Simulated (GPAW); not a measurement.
Here is a GPAW 26.7.0 calculation.

File run.py:

```python
from ase import Atoms
from ase.dft.bandgap import bandgap
from ase.io import write
from ase.units import GPa
from gpaw import GPAW, PW

atoms = Atoms(['Sn'],
              cell=[[-1.8946518192, 1.8946518192, 1.8946518192],
                    [1.8946518192, -1.8946518192, 1.8946518192],
                    [1.8946518192, 1.8946518192, -1.8946518192]],
              scaled_positions=[[0.0, 0.0, 0.0]],
              pbc=True)

calc = GPAW(mode=PW(500),
            xc='LDA',
            kpts={'size': (8, 8, 8), 'gamma': True},
            occupations={'name': 'fermi-dirac', 'width': 0.05},
            nbands=14,
            maxiter=120,
            txt='gpaw.txt')
atoms.calc = calc
energy = atoms.get_potential_energy()
forces = atoms.get_forces()
stress = atoms.get_stress()
calc.write('gs.gpw')
write('result.traj', atoms)
print(f'Energy: {energy:.6f} eV')
print('Forces (eV/A):')
print(forces.round(4))
print('Stress (GPa):', (stress / GPa).round(3))
print('Fermi level:', round(calc.get_fermi_level(), 4), 'eV')
print(f'Gap: {bandgap(calc)[0]:.4f} eV, direct: {bandgap(calc, direct=True)[0]:.4f} eV')
```

Potentials or basis: the program's PAW data sets (release 1.2.1) made for this functional, pw.

Command:

```console
$ OMP_NUM_THREADS=1 python run.py
```

Problem. What does it give for the pressure?

Solution. -3.7 GPa.

Problem. Predict the band gap on the k mesh.

Solution. None (metal or under the smearing width).

Caveat: the cutoff is short for stress and forces, so pressures can be off by a GPa or more.
